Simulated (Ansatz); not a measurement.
Runs of Ansatz 0.2.0 on SiNi3. It takes space group Pm-3m (No. 221, cubic). Conventional cell: a = 3.542 Å, b = 3.542 Å, c = 3.542 Å, α = 90.00°, β = 90.00°, γ = 90.00°. Ni (site symmetry 4/mmm) has 8 Ni at 2.50 Å and 4 Si at 2.50 Å as nearest neighbours. Si (site symmetry m-3m) has 12 Ni at 2.50 Å as nearest neighbours. 

```tsv
level	cutoff (eV)	gap on the mesh (eV)	pressure (GPa)	moment (μB)
BLYP	420	none	(a)	0.00
revPBE	420	none	-2.6	0.00
RPBE	420	none	-1.3	0.00
LDA	420	none	-20.1	0.00
PBEsol	420	none	(c)	0.00
r2SCAN	500	none	-13.4	0.22
PBE	420	none	(b)	0.00
```

Alike in all rows: task band structure; potentials or basis Ansatz PAW; spin collinear, ferromagnetic start; cell as given; k mesh 4 × 4 × 4; smearing fermi-dirac 0.05 eV; the mesh is coarse, so values aren't converged.

Task: Estimate the missing entries.

Result: (a) 3.5; (b) -5.9; (c) -14.1.

Caveats: all runs use coarse meshes; the starting moments weren't kept; the PAW data sets come from PBE, with cores solved anew for the run's functional, which leaves a small shift of forces and pressure (some runs); the magnetic or orbital state may not be the lowest (some runs).

A gap of «none» marks a metal or a gap under the smearing width.
